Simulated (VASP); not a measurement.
# BeTe (F-43m) in VASP: elastic constants with PBE

Aim: the elastic constants of BeTe with PBE.

All numbers are computed with VASP 6.6.1; they aren't measurements. Logs are shortened: lines on timing, memory, paths and dates and some standing lists are left out, and cuts for length are marked.

**1. Starting point**

The structure is cubic, space group F-43m (No. 216). The conventional cell has a = 5.664 Å, b = 5.664 Å, c = 5.664 Å, α = 90.00°, β = 90.00°, γ = 90.00°. Around Be (site symmetry -43m) lie 4 Te at 2.45 Å. Te (site symmetry -43m) has 4 Be at 2.45 Å as nearest neighbours.

**2. Elastic constants, PBE**

INCAR reads:

```
SYSTEM = BeTe
ALGO     = Normal         ! electronic algorithm
EDIFF    = 1E-8           ! SCF threshold, eV
ENCUT    = 600            ! plane-wave cutoff, eV
GGA      = PE             ! functional
IBRION   = 6              ! ionic algorithm
ISIF     = 3              ! what is computed and relaxed
ISMEAR   = 0              ! smearing method
LASPH    = .TRUE.         ! aspherical terms in the spheres
LCHARG   = .FALSE.        ! write CHGCAR
LREAL    = .FALSE.        ! projectors in reciprocal space
LWAVE    = .FALSE.        ! write WAVECAR
NBANDS   = 11             ! bands
NELM     = 100            ! most SCF steps
NFREE    = 2            
NSW      = 1              ! ionic steps
POTIM    = 0.015          ! step
PREC     = Accurate       ! precision mode
SIGMA    = 0.01           ! smearing width, eV
```

KPOINTS reads:

```
k-points
0
G
  8 8 8
  0 0 0
```

POSCAR reads:

```
BeTe
1.0
    0.0000000000      2.8318743950      2.8318743950
    2.8318743950      0.0000000000      2.8318743950
    2.8318743950      2.8318743950      0.0000000000
Be Te
1 1
Direct
    0.0000000000      0.0000000000      0.0000000000
    0.2500000000      0.2500000000      0.2500000000
```

Potentials or basis: VASP PAW PBE potentials, release 64 (Be, Te).

On the command line:

```
$ cat potpaw_PBE.64/Be/POTCAR potpaw_PBE.64/Te/POTCAR > POTCAR
$ mpirun -np 1 vasp_std > vasp.out
```

OUTCAR:

```text
SYSTEM = BeTe
   EDIFF = 1E-8
   ENCUT = 600
   GGA = PE
   IBRION = 6
   ISIF = 3
   ISMEAR = 0
   LASPH = .TRUE.
   LREAL = .FALSE.
   NELM = 100
   NFREE = 2
   NSW = 1
   POTIM = 0.015
   PREC = Accurate

 ion  position               nearest neighbor table
   1  0.000  0.000  0.000-   2 2.45   2 2.45   2 2.45   2 2.45
   2  0.250  0.250  0.250-   1 2.45   1 2.45   1 2.45   1 2.45

  LATTYP: Found a face centered cubic cell.
 ALAT       =     5.6637487900

  Lattice vectors:

 A1 = (   0.0000000000,   2.8318743950,   2.8318743950)
 A2 = (   2.8318743950,   0.0000000000,   2.8318743950)
 A3 = (   2.8318743950,   2.8318743950,   0.0000000000)

Analysis of symmetry for initial positions (statically):
=====================================================================
 Subroutine PRICEL returns:
 Original cell was already a primitive cell.

 Routine SETGRP: Setting up the symmetry group for a
 face centered cubic supercell.

 Subroutine GETGRP returns: Found 24 space group operations
 (whereof 24 operations were pure point group operations)
 out of a pool of 48 trial point group operations.

The static configuration has the point symmetry T_d .

Analysis of symmetry for dynamics (positions and initial velocities):
=====================================================================
 Subroutine PRICEL returns:
 Original cell was already a primitive cell.

 Routine SETGRP: Setting up the symmetry group for a
 face centered cubic supercell.

 Subroutine GETGRP returns: Found 24 space group operations
 (whereof 24 operations were pure point group operations)
 out of a pool of 48 trial point group operations.

The dynamic configuration has the point symmetry T_d .

 Subroutine INISYM returns: Found 24 space group operations
 (whereof 24 operations are pure point group operations),
 and found     1 'primitive' translations

----------------------------------------------------------------------------------------

                                     Primitive cell

  volume of cell :      45.4205

  direct lattice vectors                    reciprocal lattice vectors
     0.000000000  2.831874395  2.831874395    -0.176561503  0.176561503  0.176561503
     2.831874395  0.000000000  2.831874395     0.176561503 -0.176561503  0.176561503
     2.831874395  2.831874395  0.000000000     0.176561503  0.176561503 -0.176561503

  length of vectors
     4.004875176  4.004875176  4.004875176     0.305813494  0.305813494  0.305813494

  position of ions in fractional coordinates (direct lattice)
     0.000000000  0.000000000  0.000000000
     0.250000000  0.250000000  0.250000000

  ion indices of the primitive-cell ions
   primitive index   ion index
                 1           1
                 2           2

----------------------------------------------------------------------------------------

 KPOINTS: k-points

Automatic generation of k-mesh.
 Grid dimensions read from file:
 generate k-points for:    8    8    8

 Generating k-lattice:

  Cartesian coordinates                     Fractional coordinates (reciprocal lattice)
    -0.022070188  0.022070188  0.022070188     0.125000000  0.000000000  0.000000000
     0.022070188 -0.022070188  0.022070188     0.000000000  0.125000000  0.000000000
     0.022070188  0.022070188 -0.022070188     0.000000000  0.000000000  0.125000000

  Length of vectors
     0.038226687  0.038226687  0.038226687

  Shift w.r.t. Gamma in fractional coordinates (k-lattice)
     0.000000000  0.000000000  0.000000000

 Subroutine IBZKPT returns following result:
 ===========================================

 Found     29 irreducible k-points:

 Following reciprocal coordinates:
            Coordinates               Weight
  0.000000  0.000000  0.000000      1.000000
  0.125000  0.000000  0.000000      8.000000
[... 69 lines left out ...]
   IVDW    =     0    specifies the selected vdW correction
   LEPSILON=     F    determine dielectric tensor
   LRPA    =     F    only Hartree local field effects (RPA)
 finite differences with symmetry
 non-spin polarized calculation
 Gauss-broadening in eV      SIGMA  =   0.01
  energy-cutoff  :      600.00
  volume of cell :       45.42
 maximum number of plane-waves:      1540
   NGX = 15   NGY = 15   NGZ = 15

--------------------------------------- Ionic step        1  -------------------------------------------

 number of electron       8.0000000 magnetization

 Free energy of the ion-electron system (eV)
  ---------------------------------------------------
  ext. energy  EPLUGINS =         0.00000000
  ---------------------------------------------------
  free energy    TOTEN  =        -7.62449586 eV

  energy without entropy =       -7.62449586  energy(sigma->0) =       -7.62449586

------------------------ aborting loop because EDIFF is reached ----------------------------------------

  FORCE on cell =-STRESS in cart. coord.  units (eV):
  Direction    XX          YY          ZZ          XY          YZ          ZX
  --------------------------------------------------------------------------------------
  -------------------------------------------------------------------------------------
  Total        0.0394787      0.0394787      0.0394787     -0.0000000      0.0000000      0.0000000
  in kB        1.3925829      1.3925829      1.3925829     -0.0000000      0.0000000      0.0000000
  external PRESSURE =       1.3925829 kB  Pullay stress =       0.0000000 kB
[... 89 lines left out ...]
  FREE ENERGIE OF THE ION-ELECTRON SYSTEM (eV)
  ---------------------------------------------------
  free  energy   TOTEN  =        -7.6207891409 eV

  energy  without entropy=       -7.6207891409  energy(sigma->0) =       -7.62078914

[... ionic steps 4 to 14 ...]

--------------------------------------- Ionic step       15  -------------------------------------------

 number of electron       8.0000000 magnetization

------------------------ aborting loop because EDIFF is reached ----------------------------------------
[... 67 lines left out ...]
--------------------------------------- Ionic step       17  -------------------------------------------

 number of electron       8.0000000 magnetization

 Free energy of the ion-electron system (eV)
  ---------------------------------------------------
  ext. energy  EPLUGINS =         0.00000000
  ---------------------------------------------------
  free energy    TOTEN  =        -7.62376972 eV

  energy without entropy =       -7.62376972  energy(sigma->0) =       -7.62376972

 E-fermi :   5.0320     XC(G=0):  -8.9891

 val. band max:        4.9529081495   @ k =   0.0000   0.0000   0.0000
 cond. band min:       6.9226420031   @ k =   0.0000   0.5000   0.5000
 fundamental gap:      1.9697338536
 Fermi energy:         5.0320095400

 k-point     1 :       0.0000    0.0000    0.0000
  band No.  band energies     occupation
      1      -7.2781      2.00000
      2       4.8640      2.00000
      3       4.9094      2.00000
      4       4.9529      2.00000
      5       8.5037      0.00000
      6       8.5310      0.00000
      7       8.5623      0.00000
      8       8.6086      0.00000
      9      13.2000      0.00000
     10      15.1182      0.00000
     11      15.1184      0.00000
[... 309 lines left out ...]
 k-point    24 :      -0.3750    0.2500    0.1250
  band No.  band energies     occupation
      1      -5.7417      2.00000
      2      -0.1269      2.00000
      3       2.0687      2.00000
      4       3.0704      2.00000
      5       9.0973      0.00000
      6       9.3152      0.00000
      7      11.5117      0.00000
      8      12.6073      0.00000
      9      13.3685      0.00000
     10      16.4228      0.00000
     11      16.7629      0.00000

 [... further k-points ...]

------------------------ aborting loop because EDIFF is reached ----------------------------------------

  FORCE on cell =-STRESS in cart. coord.  units (eV):
  Direction    XX          YY          ZZ          XY          YZ          ZX
  --------------------------------------------------------------------------------------
  -------------------------------------------------------------------------------------
  Total        0.0401430      0.0414454      0.0414454      0.0000000      0.0638748      0.0000000
  in kB        1.4160172      1.4619569      1.4619569      0.0000000      2.2531396      0.0000000
  external PRESSURE =       1.4466437 kB  Pullay stress =       0.0000000 kB
[... 17 lines left out ...]
  FREE ENERGIE OF THE ION-ELECTRON SYSTEM (eV)
  ---------------------------------------------------
  free  energy   TOTEN  =        -7.6237697208 eV

  energy  without entropy=       -7.6237697208  energy(sigma->0) =       -7.62376972

 INTERNAL STRAIN TENSORS FROM STRAINED CELLS
 ============================================

 INTERNAL STRAIN TENSOR FOR ION    1 for displacements in x,y,z  (eV/Angst):
          X           Y           Z          XY          YZ          ZX
  --------------------------------------------------------------------------------
  x     0.00000    -0.00000    -0.00000     0.00000     4.26131    -0.00000
  y     0.00000    -0.00000    -0.00000     0.00000     0.00000     4.26131
  z    -0.00000    -0.00000    -0.00000     4.26132    -0.00000    -0.00000

 INTERNAL STRAIN TENSORS FROM DISPLACED ATOMS
 ============================================

 INTERNAL STRAIN TENSOR FOR ION    1 for displacements in x,y,z  (eV/Angst):
          X           Y           Z          XY          YZ          ZX
  --------------------------------------------------------------------------------
  x     0.00000    -0.00000    -0.00000     0.00000     4.25340     0.00000
  y     0.00000     0.00000     0.00000     0.00000     0.00000     4.25340
  z    -0.00000    -0.00000     0.00000     4.25340     0.00000     0.00000

 INTERNAL STRAIN TENSOR FOR ION    2 for displacements in x,y,z  (eV/Angst):
          X           Y           Z          XY          YZ          ZX
  --------------------------------------------------------------------------------
  x    -0.00000     0.00000     0.00000     0.00000    -4.26023     0.00000
  y     0.00000     0.00000     0.00000     0.00000     0.00000    -4.26023
  z     0.00000     0.00000    -0.00000    -4.26023     0.00000     0.00000

 Eigenvectors and eigenvalues of the dynamical matrix
 ----------------------------------------------------

   1 f  =   13.691552 THz    86.026561 2PiTHz  456.701030 cm-1    56.623686 meV
             X         Y         Z           dx          dy          dz
      0.000000  0.000000  0.000000    -0.966457    0.000000    0.000000
      1.415937  1.415937  1.415937     0.256830    0.000000    0.000000
[... 21 lines left out ...]
   6 f/i=    0.000358 THz     0.002252 2PiTHz    0.011956 cm-1     0.001482 meV
             X         Y         Z           dx          dy          dz
      0.000000  0.000000  0.000000     0.000000    0.148430    0.209595
      1.415937  1.415937  1.415937     0.000000    0.558546    0.788711

--------------------------------------------------------------------------------------------------------

 ELASTIC MODULI CONTR FROM IONIC RELAXATION (kBar)
 Direction    XX          YY          ZZ          XY          YZ          ZX
 --------------------------------------------------------------------------------
 XX          -0.0000      0.0000      0.0000      0.0000     -0.0000     -0.0000
 YY           0.0000     -0.0000      0.0000      0.0000      0.0000      0.0000
 ZZ           0.0000      0.0000     -0.0000     -0.0000      0.0000     -0.0000
 XY           0.0000      0.0000     -0.0000    -99.0002      0.0000      0.0000
 YZ          -0.0000      0.0000      0.0000      0.0000    -99.0002      0.0000
 ZX          -0.0000      0.0000     -0.0000      0.0000      0.0000    -99.0002
 --------------------------------------------------------------------------------

 TOTAL ELASTIC MODULI (kBar)
 Direction    XX          YY          ZZ          XY          YZ          ZX
 --------------------------------------------------------------------------------
 XX         968.2501    370.0336    370.0336      0.0000     -0.0000      0.0000
 YY         370.0336    968.2501    370.0336      0.0000     -0.0000      0.0000
 ZZ         370.0336    370.0336    968.2501     -0.0000      0.0000      0.0000
 XY           0.0000      0.0000     -0.0000    494.6359      0.0000      0.0000
 YZ          -0.0000     -0.0000      0.0000      0.0000    494.6359      0.0000
 ZX           0.0000      0.0000      0.0000      0.0000      0.0000    494.6359
 --------------------------------------------------------------------------------
```

Run time: 4.5 min. Hardware: 1 thread of AMD EPYC 9R45 (Zen 5), shared host; peak memory 0.28 GiB.

What came out:

```yaml
Elastic_constants_C11_C12_C44: 97, 37, 49 GPa
Voigt_bulk_modulus: 57 GPa
Highest_phonon_frequency_at_Γ_LO-TO_splitting_left_out: 457 cm⁻¹
```

Phonon frequencies in cm⁻¹ (negative: imaginary):
```csv
q point,frequencies
"(0.000, 0.000, 0.000)",0 0 0 457 457 457
```

Elastic tensor in Voigt notation (GPa, in the Cartesian axes of the cell as first typed):
```
97 37 37  0  0  0
37 97 37  0  0  0
37 37 97  0  0  0
 0  0  0 49  0  0
 0  0  0  0 49  0
 0  0  0  0  0 49
```

Clamped-ion elastic tensor (GPa):
```
97 37 37  0  0  0
37 97 37  0  0  0
37 37 97  0  0  0
 0  0  0 59  0  0
 0  0  0  0 59  0
 0  0  0  0  0 59
```

Spin-orbit coupling is left out, which matters for the levels of Te.
